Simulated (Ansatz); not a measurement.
Basis-set series for C5H12, SMILES `CCC(C)C`. Charge 0, multiplicity 1. Geometry: relaxed with PBE0-D4/def2-TZVP. It is one conformer, not always the lowest.

| functional | basis | functions | energy (Eh) | HOMO (eV) | LUMO (eV) |
| --- | --- | --- | --- | --- | --- |
| PBE0-D4 | def2-TZVPP | 323 | -197.59846 | -8.78 | 1.22 |
| PBE0-D4 | def2-QZVPP | 645 | -197.60993 | -8.78 | 0.81 |
| ωB97M-V | def2-TZVPP | 323 | -197.71135 | -11.09 | 2.64 |
| ωB97M-V | def2-QZVPP | 645 | -197.72280 | -11.10 | 1.96 |

Question: Give the rows for def2-SVP. (An estimate is asked.)

Answer: Ansatz gave: 
| functional | basis | functions | energy (Eh) | HOMO (eV) | LUMO (eV) |
| --- | --- | --- | --- | --- | --- |
| PBE0-D4 | def2-SVP | 130 | -197.38581 | -8.76 | 1.79 |
| ωB97M-V | def2-SVP | 130 | -197.48316 | -11.06 | 3.43 |

Positive LUMOs are unbound and depend on the basis.
